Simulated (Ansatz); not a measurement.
## Structures of Co2Si: which is lowest?

Plane-wave DFT in Ansatz with scalar-relativistic PAW potentials, cutoff 500 eV, Γ-centred meshes chosen by cell and gap, Gaussian smearing with energies taken to zero width. Every cell was relaxed (cell and atoms) in a run of its own, within the symmetry of its start. Functional: r2SCAN.

Relaxed structures (starts from databases or built by putting these elements on another compound's sites):
A. P6/mmm, 3 atoms in the computed cell, a = 3.912 Å, c = 2.476 Å; sites (symmetry × multiplicity) Co -6m2 × 2, Si 6/mmm × 1; start: built
B. P6_3/mmc, 6 atoms in the computed cell, a = 3.877 Å, c = 4.828 Å; sites (symmetry × multiplicity) Si -6m2 × 2, Co -3m. × 2 + -6m2 × 2; start: built
C. Pnma, 12 atoms in the computed cell, a = 4.852 Å, b = 3.704 Å, c = 6.966 Å; sites (symmetry × multiplicity) Co .m. × 4 + .m. × 4, Si .m. × 4; start: database

**Question.** Rank them by energy. Could pressure change the order?

**Answer.**
| structure | group | E − E(lowest) (meV/atom) | V (Å³/atom) | gap on mesh (eV) |
| --- | --- | --- | --- | --- |
| C | Pnma | 0.0 | 10.43 | 0.00 |
| B | P6_3/mmc | 120 | 10.47 | 0.00 |
| A | P6/mmm | 446 | 10.94 | 0.00 |

C is lowest, 120 meV/atom under B. The lowest is also the densest of these, so pressure wouldn't bring one of the others in at first order. Other structures may lie lower than all of these, and vibrations aren't counted.

The state reached may not be the lowest one. Magnetic cells started from one order each; another order can shift an energy by tens of meV per atom.